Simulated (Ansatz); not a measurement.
# ZrSe2: the cost of one run

Method: DFT PBE+D3(BJ), scalar-relativistic, plane waves, PAW, in Ansatz 0.2.0.

The COD entry's cell or inner coordinates are ideal or old and differ from later refinements, so a difference from it is no clean test against experiment.

2 further runs of the same task are left out: 2 set aside as unsound or not needed.

## 1. The system as given

Symmetry: P-3m1, No. 164, trigonal system. Conventional cell: a = 3.798 Å, b = 3.798 Å, c = 6.192 Å, α = 90.00°, β = 90.00°, γ = 120.00°. Zr (site symmetry -3m) has 6 Se at 2.68 Å as nearest neighbours. Around Se (site symmetry 3m) lie 3 Zr at 2.68 Å.

Structure file:

```xyz
3
Lattice="3.7980 0.0000 0.0000 -1.8990 3.2892 0.0000 0.0000 0.0000 6.1920" Properties=species:S:1:pos:R:3 pbc="T T T"
Zr    0.0000    0.0000    0.0000
Se    0.0000    2.1928    1.5480
Se    1.8990    1.0964    4.6440
```

The structure comes from the Crystallography Open Database.

## 12. Setting up the map

Atoms count from 1 in the order of the input.

The upper layer of a bilayer is slid over the lower one; relaxed at each slide: nothing; the origin of the map has Se4 above Se3; the distance between the facing planes is held at 3.11 Å.

- slide of the upper layer along the first cell vector, from Se4 above Se3: 6 values from 0.000 to 0.833, periodic
- slide of the upper layer along the second cell vector, from Se4 above Se3: 6 values from 0.000 to 0.833, periodic

Nothing else is relaxed. Points are written as (first, second).

The two vectors of the plane (Å): (3.755, 0.000, 0.000); (-1.877, 3.252, 0.000).

(The set-up runs are not shown.)

## 13. Point (0/6, 0/6) of the map's two axes

Input file input.yaml:

```yaml
crystal:
  lattice:
    - [3.7546299698, 0.0, 0.0]
    - [-1.8773149849, 3.2516049357, 0.0]
    - [0.0, 0.0, 23.87521608]
  atoms:
    - { symbol: Se, position: [0.6666666667, 0.3333333333, 0.1884799696] }
    - { symbol: Zr, position: [0.0, 0.0, 0.2552355547] }
    - { symbol: Se, position: [0.3333333333, 0.6666666667, 0.3219911399] }
    - { symbol: Se, position: [0.3333333333, 0.6666666667, 0.452251741] }
    - { symbol: Zr, position: [-0.3333333333, 0.3333333333, 0.5190073262] }
    - { symbol: Se, position: [0.0, 1.0, 0.5857629113] }
basis:
  ecutwfc: 420
kpoints:
  mp_grid: { grid: [9, 9, 1] }
hamiltonian:
  xc: pbe
  pseudopotentials: { kind: paw, azcp: { folder: soft_1 } }
  dispersion: d3bj
scf:
  occupations: { method: gaussian, width: 0.05 }
output:
  forces: true
  eigenvalues: true
efield:
  axis: 3
  dipole_correction: true
  ramp_width: 0.04
```

On the command line:

```bash
> ansatz run input.yaml --threads 2 --pin off --max-ram 6144MiB --backend cpu --events-out ev --progress --plain --runs-dir out
```

**Question.** How long does this run take on 2 threads of Arm Neoverse V1, shared host, and how much memory does it need?

About 8.9 s, with a peak of 0.54 GiB.
